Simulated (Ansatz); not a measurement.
## Residual resistivity of an alloy: Al(111) with 4 layers of random Al-Li, 2x2

How strongly does chemical disorder scatter in Al(111) with 4 layers of random Al-Li, 2x2?

Calculated with Ansatz 0.2.0; Ansatz plane-wave DFT, PBE, PAW files; ballistic transport by layer matching (Landauer), zero bias; PAW set soft_1.

This is a report of a sequence of runs, with most program output left out.

**1. The structure**

The cell holds 40 atoms: 36 Al and 4 Li. Cell: a = 5.725 Å, b = 5.725 Å, c = 23.429 Å, α = 93.5°, β = 86.5°, γ = 120.0°. It derives from Al. Regions: lead, 24 atoms (24 Al); scattering region, 16 atoms (4 Li and 12 Al). The structure is stacked along c, and the current runs across the ab planes.

**2. With 4 alloy layers**

In 4 layers a share of 0.25 of the sites is given to Li at random. The layers about the cell's end stay perfect and serve as the lead. Disorder leaves little or no symmetry, which makes such runs dear. Energies from -0.05 to 0.05 eV in steps of 0.05 eV are too few for the program's thermal sum, so it prints no conductance; for a metal the transmission near the Fermi level serves, at a fraction of the cost.

Contents of input.yaml:

```yaml
crystal:
  lattice:
    - [5.7246940741, 0.0, 0.0]
    - [-2.862347037, 4.957730497, 0.0]
    - [1.4311735185, -0.8262884162, 23.3709656917]
  atoms:
    - { symbol: Al, position: [0.9916666667, 0.0083333333, 0.05] }
    - { symbol: Al, position: [0.9916666667, 0.5083333333, 0.05] }
    - { symbol: Al, position: [0.4916666667, 0.0083333333, 0.05] }
    - { symbol: Al, position: [0.4916666667, 0.5083333333, 0.05] }
    - { symbol: Al, position: [0.1416666667, 0.3583333333, 0.15] }
    - { symbol: Al, position: [0.1416666667, 0.8583333333, 0.15] }
    - { symbol: Al, position: [0.6416666667, 0.3583333333, 0.15] }
    - { symbol: Al, position: [0.6416666667, 0.8583333333, 0.15] }
[... 28 atom lines left out ...]
    - { symbol: Al, position: [0.8416666667, 0.1583333333, 0.95] }
    - { symbol: Al, position: [0.8416666667, 0.6583333333, 0.95] }
    - { symbol: Al, position: [0.3416666667, 0.1583333333, 0.95] }
    - { symbol: Al, position: [0.3416666667, 0.6583333333, 0.95] }
kpoints:
  mp_grid: { grid: [5, 5, 1] }
hamiltonian:
  xc: pbe
  pseudopotentials: { kind: paw, azcp: { folder: soft_1 } }
scf:
  occupations: { method: fermi_dirac, width: 0.1 }
output:
  transmission:
    leads: [[0, 4]]
    kmesh: [10, 10]
    e_range: [-0.05, 0.05]
    de: 0.05
  write_potential: true
  write_density: true
  volumetric_format: npy
```

Command:

```sh
$ ansatz run input.yaml --threads 4 --pin off --max-ram 15360MiB --backend cpu --events-out ev --progress --plain --runs-dir out
```

Run time: 3.4 min. Hardware: 4 threads of Arm Neoverse V2, shared host; peak memory 1.6 GiB.

Numbers from this step:

| Quantity | Value |
| --- | --- |
| free energy | -20170.3188 eV |
| energy at zero smearing | -20170.0671 eV |
| Fermi energy | 7.256 eV |
| cell area | 28.38 Å² |
| transmission per spin nearest the Fermi level | 3.206 |
| open channels per spin nearest the Fermi level | 5.53 |
| step of the lead's potential | 15.3 meV |

Per spin. Table of transmission, zone mean by energy, zero at the Fermi level:

| energy (eV) | transmission, zone mean |
| --- | --- |
| -0.0500 | 3.08 |
| 0.0000 | 3.21 |
| 0.0500 | 3.26 |

Per spin. The open channels, zone mean, lead by energy, zero at the Fermi level:

| energy (eV) | open channels, zone mean, lead |
| --- | --- |
| -0.0500 | 5.15 |
| 0.0000 | 5.53 |
| 0.0500 | 5.59 |

Transmission over k1 and k2. At 0.0000 eV from the Fermi level.

Ten even steps from '_' (2.09) to '@' (4.18):
```
++%%**++**%%**--__::
::**::@@%%__**..::__
__++@@@@**##%%==..--
++**%%**##++++%%****
::%%__##++@@++##__%%
++****%%++++##**%%**
__--..==%%##**@@@@++
::__::..**__%%@@::**
++::__--**%%**++**%%
--++::__++::++__::++
```
Columns: k1 (b1) from -0.5 to 0.4; rows upwards: k2 (b2) from -0.5 to 0.4.

Open channels over k1 and k2. At 0.0000 eV from the Fermi level.

Ten even steps from '_' (3.00) to '@' (7.00):
```
++####@@####++__::__
::##++@@@@++##::::::
::@@@@@@@@@@@@@@::__
++##@@@@####@@@@##++
::##++@@##@@##@@++##
++++##@@@@####@@@@##
::__::@@@@@@@@@@@@@@
::::::::##++@@@@++##
++__::__++####@@####
::++::::++::++::::++
```
Columns: k1 (b1) from -0.5 to 0.4; rows upwards: k2 (b2) from -0.5 to 0.4.

Over the solved energies the transmission per spin lies between 3.08 and 3.26, out of 5.42 channels of the lead on average (up to 5.59).

**3. With 8 alloy layers**

In 8 layers a share of 0.25 of the sites is given to Li at random. A fresh draw is used; the growth of the resistance with length is what counts.

System of this step: Al(111) with 8 layers of random Al-Li, 2x2. The cell holds 56 atoms: 48 Al and 8 Li. Cell: a = 5.725 Å, b = 5.725 Å, c = 32.761 Å, α = 87.5°, β = 92.5°, γ = 120.0°. It derives from Al. Regions: lead, 24 atoms (24 Al); scattering region, 32 atoms (24 Al and 8 Li). The structure is stacked along c, and the current runs across the ab planes.

Contents of input.yaml:

```yaml
crystal:
  lattice:
    - [5.7246940741, 0.0, 0.0]
    - [-2.862347037, 4.957730497, 0.0]
    - [-1.4311735185, 0.8262884162, 32.7193519684]
  atoms:
    - { symbol: Al, position: [0.005952381, 0.994047619, 0.0357142857] }
    - { symbol: Al, position: [0.005952381, 0.494047619, 0.0357142857] }
    - { symbol: Al, position: [0.505952381, 0.994047619, 0.0357142857] }
    - { symbol: Al, position: [0.505952381, 0.494047619, 0.0357142857] }
    - { symbol: Al, position: [0.1845238095, 0.3154761905, 0.1071428571] }
    - { symbol: Al, position: [0.1845238095, 0.8154761905, 0.1071428571] }
    - { symbol: Al, position: [0.6845238095, 0.3154761905, 0.1071428571] }
    - { symbol: Al, position: [0.6845238095, 0.8154761905, 0.1071428571] }
[... 44 atom lines left out ...]
    - { symbol: Al, position: [0.3273809524, 0.1726190476, 0.9642857143] }
    - { symbol: Al, position: [0.3273809524, 0.6726190476, 0.9642857143] }
    - { symbol: Al, position: [0.8273809524, 0.1726190476, 0.9642857143] }
    - { symbol: Al, position: [0.8273809524, 0.6726190476, 0.9642857143] }
kpoints:
  mp_grid: { grid: [5, 5, 1] }
hamiltonian:
  xc: pbe
  pseudopotentials: { kind: paw, azcp: { folder: soft_1 } }
scf:
  occupations: { method: fermi_dirac, width: 0.1 }
output:
  transmission:
    leads: [[0, 4]]
    kmesh: [10, 10]
    e_range: [-0.05, 0.05]
    de: 0.05
  write_potential: true
  write_density: true
  volumetric_format: npy
```

It took 8.2 min on 4 threads; peak memory 3.1 GiB.

This step gave:

| Property | Result |
| --- | --- |
| free energy | -27439.9349 eV |
| energy at zero smearing | -27439.5704 eV |
| Fermi energy | 6.987 eV |
| transmission per spin nearest the Fermi level | 2.430 |
| step of the lead's potential | 15.1 meV |

Per spin. Table of transmission, zone mean by energy, zero at the Fermi level:

```
energy (eV)  transmission, zone mean
    -0.0500                     2.38
     0.0000                     2.43
     0.0500                     2.46
```

Over the solved energies the transmission per spin lies between 2.38 and 2.46, out of 5.47 channels of the lead on average (up to 5.59).

**4. With 12 alloy layers**

In 12 layers a share of 0.25 of the sites is given to Li at random. A fresh draw is used; the growth of the resistance with length is what counts.

System of this step: Al(111) with 12 layers of random Al-Li, 2x2. The cell holds 72 atoms: 60 Al and 12 Li. Cell: a = 5.725 Å, b = 5.725 Å, c = 42.068 Å, α = 90.0°, β = 90.0°, γ = 120.0°. It derives from Al. Regions: lead, 24 atoms (24 Al); scattering region, 48 atoms (36 Al and 12 Li). The structure is stacked along c, and the current runs across the ab planes.

Contents of input.yaml:

```yaml
crystal:
  lattice:
    - [5.7246940741, 0.0, 0.0]
    - [-2.862347037, 4.957730497, 0.0]
    - [0.0, 0.0, 42.0677382451]
  atoms:
    - { symbol: Al, position: [0.0, 0.0, 0.0277777778] }
    - { symbol: Al, position: [0.0, 0.5, 0.0277777778] }
    - { symbol: Al, position: [0.5, 0.0, 0.0277777778] }
    - { symbol: Al, position: [0.5, 0.5, 0.0277777778] }
    - { symbol: Al, position: [0.1666666667, 0.3333333333, 0.0833333333] }
    - { symbol: Al, position: [0.1666666667, 0.8333333333, 0.0833333333] }
    - { symbol: Al, position: [0.6666666667, 0.3333333333, 0.0833333333] }
    - { symbol: Al, position: [0.6666666667, 0.8333333333, 0.0833333333] }
[... 60 atom lines left out ...]
    - { symbol: Al, position: [0.3333333333, 0.1666666667, 0.9722222222] }
    - { symbol: Al, position: [0.3333333333, 0.6666666667, 0.9722222222] }
    - { symbol: Al, position: [0.8333333333, 0.1666666667, 0.9722222222] }
    - { symbol: Al, position: [0.8333333333, 0.6666666667, 0.9722222222] }
kpoints:
  mp_grid: { grid: [5, 5, 1] }
hamiltonian:
  xc: pbe
  pseudopotentials: { kind: paw, azcp: { folder: soft_1 } }
scf:
  occupations: { method: fermi_dirac, width: 0.1 }
output:
  transmission:
    leads: [[0, 4]]
    kmesh: [10, 10]
    e_range: [-0.05, 0.05]
    de: 0.05
  write_potential: true
  write_density: true
  volumetric_format: npy
```

Elapsed: 11 min, on 4 threads; peak memory 4.9 GiB; 37 min of CPU time.

Numbers from this step:

| Property | Result |
| --- | --- |
| free energy | -34709.8455 eV |
| energy at zero smearing | -34709.3736 eV |
| Fermi energy | 6.825 eV |
| transmission per spin nearest the Fermi level | 2.075 |
| step of the lead's potential | 12 meV |

Per spin. The transmission, zone mean by energy, zero at the Fermi level:

```csv
energy (eV),"transmission, zone mean"
-0.0500,2.06
0.0000,2.08
0.0500,2.08
```

Over the solved energies the transmission per spin lies between 2.06 and 2.08, out of 5.47 channels of the lead on average (up to 5.59).

**5. The fit**

This step: Ansatz plane-wave DFT, PBE, PAW files; ballistic transport by layer matching (Landauer), zero bias; residual resistivity from the slope of the area resistance, atoms on the host's lattice; PAW set soft_1 (Ansatz 0.2.0).

This step gave:

```
resistivity           : 33.39 µΩ cm
intercept             : 0.1806 fΩ m²
scatter about the fit : 0.02551 fΩ m²
```

Resistance, by row:

```csv
run,length (Å),T,channels N,RA (fΩ m²)
n4,9.348,3.185,5.423,0.4747
n8,18.7,2.425,5.47,0.8409
n12,28.05,2.071,5.47,1.099
```

The area resistance by length of the alloy:

```csv
length of the alloy (Å),area resistance (fΩ m²)
9.35,0.475
18.70,0.841
28.05,1.10
```

The area resistance goes from 0.47 to 1.1 fΩ m² between 9.3 and 28.0 Å, a slope of 33 µΩ cm.

By hand from the end points: (1.099 − 0.4747) fΩ m² / (28.05 − 9.35) Å = 33 µΩ cm, since 1 fΩ m² per Å is 1000 µΩ cm.

**6. Summary of results**

- resistivity from the slope: 33.4 µΩ cm
- area resistance over 9.35 Å: 0.475 fΩ m²
- area resistance over 18.7 Å: 0.841 fΩ m²
- area resistance over 28.0 Å: 1.10 fΩ m²

**Reading.** The slope gives 33 µΩ cm. The points scatter by 0.026 fΩ m² about the line, with one random draw a length in a 2x2 cell, so the slope is a rough value. Read with a model of isotropic scattering on a spherical Fermi surface and the lead's 1.5×10¹⁵ S/m², this slope means a mean free path near 15 Å; over these lengths the model's slope is within 3 % of its bulk resistivity. The atoms sit on the host's lattice, so scattering by size misfit is left out.

[Logs are printed without paths, hosts, clocks, repeated set-up lines and the standing remarks that a program may print on its own settings, such as how far it seeks lower states.]

[Hosts, paths, dates, database ids (printed as entryN), source tags and the programs' standing remarks are cut or masked in the printed files.]
